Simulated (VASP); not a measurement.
# ZnS (F-43m) in VASP: further runs

The runs below take ZnS through single point, with PBE.

Everything below comes from runs of VASP 6.6.1. Logs are shortened: lines on timing, memory, paths and dates and some standing lists are left out, and cuts for length are marked.

### 1 Starting point

It takes space group F-43m (No. 216, cubic). The conventional cell has a = 5.404 Å, b = 5.404 Å, c = 5.404 Å, α = 90.00°, β = 90.00°, γ = 90.00°. Zn (site symmetry -43m) is surrounded by 4 S at 2.34 Å. S (site symmetry -43m) has 4 Zn at 2.34 Å as nearest neighbours.

### 2 Single point, PBE, spin-orbit coupling, no magnetisation

Input file INCAR:

```
SYSTEM = ZnS
PREC = Accurate
ENCUT = 280
EDIFF = 1E-7
ISMEAR = 0
SIGMA = 0.02
LREAL = .False.
LASPH = .True.
NELM = 100
ALGO = Normal
ISIF = 2
LWAVE = .False.
LCHARG = .False.
LNONCOLLINEAR = .True.
MAGMOM = 0 0 0 0 0 0
LORBIT = 11
LSORBIT = .True.
GGA_COMPAT = .False.
GGA = PE
NBANDS = 34
```

Input file KPOINTS:

```
Automatic mesh
0
Gamma
  3 3 3
  0 0 0
```

Input file POSCAR:

```
ZnS
1.0
    0.0000000000      2.7020000000      2.7020000000
    2.7020000000      0.0000000000      2.7020000000
    2.7020000000      2.7020000000      0.0000000000
Zn S
1 1
Direct
    0.7500000000      0.7500000000      0.7500000000
    0.0000000000      0.0000000000      0.0000000000
```

Potentials or basis: VASP PAW PBE potentials, release 64 (Zn, S).

Run with:

```bash
> cat potpaw_PBE.64/Zn/POTCAR potpaw_PBE.64/S/POTCAR > POTCAR
> mpirun -np 1 vasp_ncl > vasp.out
```

OUTCAR:

```text
SYSTEM = ZnS
   PREC = Accurate
   ENCUT = 280
   EDIFF = 1E-7
   ISMEAR = 0
   LREAL = .False.
   LASPH = .True.
   NELM = 100
   ISIF = 2
   LNONCOLLINEAR = .True.
   LORBIT = 11
   LSORBIT = .True.
   GGA = PE

 Found      5 irreducible k-points:

 Following reciprocal coordinates:
            Coordinates               Weight
  0.000000  0.000000  0.000000      1.000000
  0.333333  0.000000  0.000000      4.000000
 -0.333333  0.000000  0.000000      4.000000
  0.333333  0.333333  0.000000      6.000000
 -0.333333  0.333333  0.000000     12.000000
   k-points           NKPTS =      5   k-points in BZ     NKDIM =      5   number of bands    NBANDS=     34
   number of dos      NEDOS =    301   number of ions     NIONS =      2
   total plane-waves  NPLWV =  13824
   dimension x,y,z NGX =    24 NGY =   24 NGZ =   24
   dimension x,y,z NGXF=    48 NGYF=   48 NGZF=   48
   ions per type =               1   1
   NGX,Y,Z   is equivalent  to a cutoff of  10.44, 10.44, 10.44 a.u.
   NGXF,Y,Z  is equivalent  to a cutoff of  20.88, 20.88, 20.88 a.u.
 SYSTEM =  ZnS
   PREC   = accura    normal or accurate (medium, high low for compatibility)
   ISTART =      0    job   : 0-new  1-cont  2-samecut
   ICHARG =      2    charge: 1-file 2-atom 10-const
   ISPIN  =      1    spin polarized calculation?
   LNONCOLLINEAR =      T non collinear calculations
   LSORBIT =      T    spin-orbit coupling
   LASPH  =      T    aspherical Exc in radial PAW
   ENCUT  =  280.0 eV  20.58 Ry    4.54 a.u.   5.21  5.21  5.21*2*pi/ulx,y,z
   NELM   =    100;   NELMIN=  2; NELMDL= -5     # of ELM steps
   EDIFF  = 0.1E-06   stopping-criterion for ELM
   LREAL  =      F    real-space projection
   EDIFFG = 0.1E-05   stopping-criterion for IOM
   NSW    =      0    number of steps for IOM
   IBRION =     -1    ionic relax: 0-MD 1-quasi-New 2-CG
   NFREE  =      0    steps in history (QN), initial steepest desc. (CG)
   ISIF   =      2    stress and relaxation
   ISYM   =      2    0-nonsym 1-usesym 2-fastsym
   POTIM  = 0.5000    time-step for ionic-motion
   TEBEG  =    0.0;   TEEND  =   0.0 temperature during run
   PSTRESS=    0.0 pullay stress
   NELECT =      18.0000    total number of electrons
   NUPDOWN=      -1.0000    fix difference up-down
   EMIN   =  10.00;   EMAX   =-10.00  energy-range for DOS
   EFERMI =   0.00;   METHOD = LEGACY
   ISMEAR =     0;   SIGMA  =   0.02  broadening in eV -4-tet -1-fermi 0-gaus
   EFERMI_NEDOS =   21; number of points for ismear=-14 and -15
   IALGO  =     38    algorithm
   IMIX   =      4    mixing-type and parameters
     AMIX     =   0.40;   BMIX     =  1.00
     AMIX_MAG =   1.60;   BMIX_MAG =  1.00
  volume/ion in A,a.u.               =      19.73       133.12
  Fermi-wavevector in a.u.,A,eV,Ry     =   1.260290  2.381602 21.610537  1.588330
  Thomas-Fermi vector in A             =   2.393807
   LORBIT       =     11    0 simple, 1 ext, 2 COOP (PROOUT), +10 PAW based schemes
   GGA     = PE    functional components
   LHFCALC =     F    Hartree Fock is set to
[... 212 lines left out ...]
  volume of cell :       39.45
      direct lattice vectors                 reciprocal lattice vectors
     0.000000000  2.702000000  2.702000000    -0.185048113  0.185048113  0.185048113
     2.702000000  0.000000000  2.702000000     0.185048113 -0.185048113  0.185048113
     2.702000000  2.702000000  0.000000000     0.185048113  0.185048113 -0.185048113

 POSITION                                       TOTAL-FORCE (eV/Angst)
 -----------------------------------------------------------------------------------
      4.05300      4.05300      4.05300         0.000000      0.000000      0.000000
      0.00000      0.00000      0.00000        -0.000000     -0.000000     -0.000000
 -----------------------------------------------------------------------------------
    total drift:                                0.000002      0.000002      0.000002

  FREE ENERGIE OF THE ION-ELECTRON SYSTEM (eV)
  ---------------------------------------------------
  free  energy   TOTEN  =        -6.6215638283 eV

  energy  without entropy=       -6.6215638283  energy(sigma->0) =       -6.62156383

 Spin-Orbit-Coupling matrix elements

 Ion:    1  E_soc:     -0.0082096
 l=   1
     0.0000000    -0.0004169    -0.0004169
    -0.0004169     0.0000000    -0.0004169
    -0.0004169    -0.0004169     0.0000000
 l=   2
     0.0000000    -0.0001951     0.0000000    -0.0001951    -0.0007563
    -0.0001951     0.0000000    -0.0005672    -0.0001951    -0.0001891
     0.0000000    -0.0005672     0.0000000    -0.0005672     0.0000000
    -0.0001951    -0.0001951    -0.0005672     0.0000000    -0.0001891
    -0.0007563    -0.0001891     0.0000000    -0.0001891     0.0000000
 l=   3
     0.0000000     0.0000000     0.0000000     0.0000000     0.0000000     0.0000000     0.0000000
     0.0000000     0.0000000     0.0000000     0.0000000     0.0000000     0.0000000     0.0000000
     0.0000000     0.0000000     0.0000000     0.0000000     0.0000000     0.0000000     0.0000000
     0.0000000     0.0000000     0.0000000     0.0000000     0.0000000     0.0000000     0.0000000
     0.0000000     0.0000000     0.0000000     0.0000000     0.0000000     0.0000000     0.0000000
     0.0000000     0.0000000     0.0000000     0.0000000     0.0000000     0.0000000     0.0000000
     0.0000000     0.0000000     0.0000000     0.0000000     0.0000000     0.0000000     0.0000000

 Ion:    2  E_soc:     -0.0017140
 l=   1
     0.0000000    -0.0002857    -0.0002857
    -0.0002857     0.0000000    -0.0002857
    -0.0002857    -0.0002857     0.0000000
 l=   2
     0.0000000     0.0000000     0.0000000     0.0000000     0.0000000
     0.0000000     0.0000000     0.0000000     0.0000000     0.0000000
     0.0000000     0.0000000     0.0000000     0.0000000     0.0000000
     0.0000000     0.0000000     0.0000000     0.0000000     0.0000000
     0.0000000     0.0000000     0.0000000     0.0000000     0.0000000
 l=   3
     0.0000000     0.0000000     0.0000000     0.0000000     0.0000000     0.0000000     0.0000000
     0.0000000     0.0000000     0.0000000     0.0000000     0.0000000     0.0000000     0.0000000
     0.0000000     0.0000000     0.0000000     0.0000000     0.0000000     0.0000000     0.0000000
     0.0000000     0.0000000     0.0000000     0.0000000     0.0000000     0.0000000     0.0000000
     0.0000000     0.0000000     0.0000000     0.0000000     0.0000000     0.0000000     0.0000000
     0.0000000     0.0000000     0.0000000     0.0000000     0.0000000     0.0000000     0.0000000
     0.0000000     0.0000000     0.0000000     0.0000000     0.0000000     0.0000000     0.0000000

 total charge

# of ion       s       p       d       tot
------------------------------------------
    1        0.504   0.481   9.799  10.784
    2        1.300   2.485   0.000   3.785
--------------------------------------------------
tot          1.805   2.966   9.799  14.570

 magnetization (x)

# of ion       s       p       d       tot
------------------------------------------
    1       -0.000   0.000   0.000   0.000
    2       -0.000  -0.000   0.000  -0.000
--------------------------------------------------
tot         -0.000   0.000   0.000   0.000

 magnetization (y)

# of ion       s       p       d       tot
------------------------------------------
    1        0.000   0.000   0.000   0.000
    2        0.000   0.000   0.000   0.000
--------------------------------------------------
tot          0.000   0.000   0.000   0.000

 magnetization (z)

# of ion       s       p       d       tot
------------------------------------------
    1       -0.000   0.000   0.000  -0.000
    2        0.000   0.000   0.000   0.000
--------------------------------------------------
tot         -0.000   0.000   0.000  -0.000
```

It took 7.6 s on 1 thread of AMD EPYC 9R45 (Zen 5), shared host; peak memory 0.16 GiB.

The run converged, but some of its settings lie outside the range that counts as converged, so its numbers aren't taken as properties of the crystal.

What came out:

```
Free energy                                           : -6.6216 eV
Valence electrons inside the program's atomic spheres : Zn 10.78; S 3.79
```

Caveat: the k mesh is coarse (spacing up to 0.67 Å⁻¹), so the values aren't converged; the cutoff is under 1.25 times the usual one of these potentials, so pressure, stress and relaxed cells hold a basis-set (Pulay) error.

### 3 Single point, PBE, spin-orbit coupling, no magnetisation

INCAR, as its differences from that of step 2:

```diff
@@ -2,3 +2,3 @@
 PREC = Accurate
-ENCUT = 280
+ENCUT = 340
 EDIFF = 1E-7
```

KPOINTS is that of step 2.

POSCAR is that of step 2.

Potentials or basis: VASP PAW PBE potentials, release 64 (Zn, S).

Run with:

```bash
> cat potpaw_PBE.64/Zn/POTCAR potpaw_PBE.64/S/POTCAR > POTCAR
> mpirun -np 1 vasp_ncl > vasp.out
```

It took 7.6 s on 1 thread of AMD EPYC 9R45 (Zen 5), shared host; peak memory 0.16 GiB.

These settings aren't checked as converged: the numbers below hold their error.

Results:

| Quantity | Value |
| --- | --- |
| Free energy | -6.6311 eV |
| Pressure | 2.8 GPa |
| Valence electrons inside the program's atomic spheres | Zn 10.78; S 3.77 |

Caveat: the k mesh is coarse (spacing up to 0.67 Å⁻¹), so the values aren't converged; the cutoff is under 1.25 times the usual one of these potentials, so pressure, stress and relaxed cells hold a basis-set (Pulay) error.

### 4 Single point, PBE, spin-orbit coupling, no magnetisation

INCAR, as its differences from that of step 3:

```diff
@@ -2,3 +2,3 @@
 PREC = Accurate
-ENCUT = 340
+ENCUT = 460
 EDIFF = 1E-7
```

KPOINTS is that of step 3.

POSCAR is that of step 3.

Run with:

```bash
> cat potpaw_PBE.64/Zn/POTCAR potpaw_PBE.64/S/POTCAR > POTCAR
> mpirun -np 1 vasp_ncl > vasp.out
```

It took 12 s on 1 thread of AMD EPYC 9R45 (Zen 5), shared host; peak memory 0.2 GiB.

The run converged, but some of its settings lie outside the range that counts as converged, so its numbers aren't taken as properties of the crystal.

Results:

* Free energy: -6.6326 eV
* Pressure: 2.9 GPa
* Valence electrons inside the program's atomic spheres: Zn 10.79; S 3.77

Caveat: the k mesh is coarse (spacing up to 0.67 Å⁻¹), so the values aren't converged.
